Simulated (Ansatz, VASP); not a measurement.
# SnTe in VASP and in Ansatz

```xyz
2
Lattice="4.5118 0.0000 0.0000 2.2559 3.9074 0.0000 2.2559 1.3025 3.6839" Properties=species:S:1:pos:R:3 pbc="T T T"
Sn    0.0000    0.0000    0.0000
Te    4.5118    2.6049    1.8419
```

Alike in both runs: functional r2SCAN; k mesh 6 × 6 × 6; no spin polarisation.

Ansatz relaxed the structure, and its values are those at the end. VASP's run is a single point on that final structure, the one shown.

|  | VASP | Ansatz |
| --- | --- | --- |
| version | VASP 6.6.1 | Ansatz 0.2.0 |
| potentials or method | VASP PAW PBE potentials, release 64 (Sn_d, Te) | plane waves, PAW |
| plane-wave cutoff (eV) | 520 | 500 |
| occupations | gaussian, width 0.01 eV | fixed |
| valence electrons in the cell | 20 | 30 |

```tsv
	VASP	Ansatz	Ansatz less VASP
pressure (GPa)	0.0	0.0	+0.01
```

The two sets of potentials don't hold the same shells in valence.

Caveats: the PAW data sets were made with another functional, which shifts forces and pressure a little (VASP).
